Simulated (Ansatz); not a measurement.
## MgF2: how much do the potentials matter?

MgF2 in the rutile structure, in a typed cell, not relaxed.

```
Mg F
1.0
     4.70000    0.00000    0.00000
     0.00000    4.70000    0.00000
     0.00000    0.00000    3.10000
Mg F
2 4
Cartesian
  0.0000 0.0000 0.0000
  2.3500 2.3500 1.5500
  1.4241 1.4241 0.0000
  3.2759 3.2759 0.0000
  3.7741 0.9259 1.5500
  0.9259 3.7741 1.5500
```

Settings of the Ansatz calculation: PBE; k mesh 4×4×6; fixed occupations; no spin. Phonons (linear response) are harmonic and in cm⁻¹; i marks an unstable mode. Zone-centre lists hold the optical modes without the non-analytic term.

Caveats: coarse k mesh.

The reference is the run on all-electron PAW datasets (no frozen core) at 490 eV and 11.41 Å³ an atom: top Γ mode (cm⁻¹) 486; lowest Γ mode (cm⁻¹) 94; mean ε∞ 2.02; mean Born charge of Mg (e) 2.03.

Task: The same calculation was made on Ansatz generated PAW, Ansatz hand-made PAW, JTH PAW, PseudoDojo norm-conserving, GBRV ultrasoft, Ansatz norm-conserving. How far do the results move?

Result: 
```
                potentials  cutoff (eV)  top Γ mode (cm⁻¹)  lowest Γ mode (cm⁻¹)  mean ε∞  mean Born charge of Mg (e)
      Ansatz generated PAW          420                486                    94     2.01                        2.03
      Ansatz hand-made PAW         1050                486                    94     2.01                        2.03
                   JTH PAW         1500                486                    94     1.99                        2.02
PseudoDojo norm-conserving         1143                486                    95     2.01                        2.03
            GBRV ultrasoft          544                486                    95     2.00                        2.02
    Ansatz norm-conserving         1320                487                    94     2.01                        2.03
```

The largest move among the frequencies in the table is 1.4 cm⁻¹, in the lowest Γ mode on GBRV ultrasoft.
